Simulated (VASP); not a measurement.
The system is SrO.

```
Sr O
1.0
     0.00000    2.58066    2.58066
     2.58066    0.00000    2.58066
     2.58066    2.58066    0.00000
Sr O
1 1
Direct
  0.00000 0.00000 0.00000
  0.50000 0.50000 0.50000
```

```yaml
Program: VASP 6.6.1
Task: relaxation of cell and atoms
Functional: PBE
Potentials_or_basis: VASP PAW PBE potentials, release 64 (Sr_sv, O)
Cutoff: 600 eV
k_mesh: 8 × 8 × 8
Occupations: gaussian, width 0.02 eV
Spin: no spin polarisation
```

At the start: pressure 2.2 GPa; volume 17.19 Å³/atom.

Task: How do energy, volume and symmetry change on relaxing?

Result: Over 3 steps the energy falls by 2.9 meV/atom and the volume is 17.61 Å³/atom (+2.5 %); space group Fm-3m (No. 225, to 0.05 Å).

The path:
```tsv
step	energy change (eV)	largest force (eV/Å)	pressure (GPa)	volume (Å³)
1	0.0000	0.0000	2.19	34.37
2	-0.0049	0.0000	-0.75	35.55
3	-0.0057	0.0000	0.00	35.23
```

Final structure:
```cif
data_structure
_symmetry_space_group_name_H-M 'P 1'
_symmetry_Int_Tables_number 1
_cell_length_a 3.6796
_cell_length_b 3.6796
_cell_length_c 3.6796
_cell_angle_alpha 60.000
_cell_angle_beta 60.000
_cell_angle_gamma 60.000
_cell_volume 35.23
loop_
_atom_site_label
_atom_site_type_symbol
_atom_site_fract_x
_atom_site_fract_y
_atom_site_fract_z
_atom_site_occupancy
Sr1 Sr 0.00000 0.00000 0.00000 1
O1 O 0.50000 0.50000 0.50000 1
```
